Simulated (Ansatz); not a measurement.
## Cu: changing the choice of potentials or basis

```xyz
2
Lattice="1.2185 -3.9764 0.0000 1.2185 3.9764 0.0000 0.0000 0.0000 2.4755" Properties=species:S:1:pos:R:3 pbc="T T T"
Cu    1.2185   -2.9118    1.8566
Cu    1.2185    2.9118    0.6189
```

This isn't the form of Cu at room conditions, which is fcc.

Kept alike: task equation of state; functional PBEsol; k mesh 11 × 11 × 11; occupations fermi-dirac, width 0.05 eV; no spin polarisation. Program: Ansatz. Cutoffs run from 420 to 1415 eV. The mesh is that of the run's cell of 2 atoms. No spin-orbit coupling.

```csv
choice of potentials or basis,volume (Å³/atom),bulk modulus (GPa)
Ansatz PAW (files of its older set among them) (made for PBE),11.872,153.0
Ansatz PAW (made for PBE),11.871,152.9
JTH PAW (made for PBE),11.869,153.8
PseudoDojo standard (made for PBE),11.858,155.7
PseudoDojo stringent (made for PBE),11.861,154.9
```

For a metal such a mesh leaves the last digits unconverged. Volume and modulus come from cells scaled at fixed shape and fractions; off cubic symmetry such a modulus can lie above the relaxed one.

Problem. What does the choice of potentials or basis change here?

Solution. The volume runs from 11.858 (PseudoDojo standard (made for PBE)) to 11.872 Å³/atom (Ansatz PAW (files of its older set among them) (made for PBE)). The bulk modulus runs from 152.9 (Ansatz PAW (made for PBE)) to 155.7 GPa (PseudoDojo standard (made for PBE)).
